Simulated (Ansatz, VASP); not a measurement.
## Two plane-wave programs on AlGaN2

```
Al Ga N
1.0
     3.13853    0.00000    0.00000
     0.00000    3.13853    0.00000
     0.00000    0.00000    4.42236
Al Ga N
1 1 2
Direct
  0.50000 0.50000 0.50000
  0.00000 0.00000 0.00000
  0.50000 0.00000 0.73908
  0.00000 0.50000 0.26092
```

Alike in both runs: functional r2SCAN; k mesh 8 × 8 × 6; occupations gaussian, width 0.02 eV; no spin polarisation.

Ansatz relaxed the structure, and its values are those at the end. VASP's run is a single point on that final structure, the one shown.

|  | VASP | Ansatz |
| --- | --- | --- |
| version | VASP 6.6.1 | Ansatz 0.2.0 |
| potentials or method | VASP PAW PBE potentials, release 64 (Al, Ga_d, N) | scalar-relativistic, plane waves, PAW |
| plane-wave cutoff (eV) | 520 | 500 |
| valence electrons in the cell | 26 | 26 |

|  | VASP | Ansatz | Ansatz less VASP |
| --- | --- | --- | --- |
| gap on the k mesh at the Fermi level (eV) | 3.38 | 3.37 | -0.009 |
| least direct gap on the mesh (eV) | 3.38 | 3.37 | -0.009 |
| pressure (GPa) | 0.3 | 0.0 | -0.32 |
| rms of the force components (eV/Å) | 0.037 | 0.000 | -0.0368 |

Caveats: the PAW data sets were made with another functional, which shifts forces and pressure a little (VASP). r2SCAN opens gaps a little over a GGA but as a rule still falls short of measured ones. A k mesh can miss the band edges.
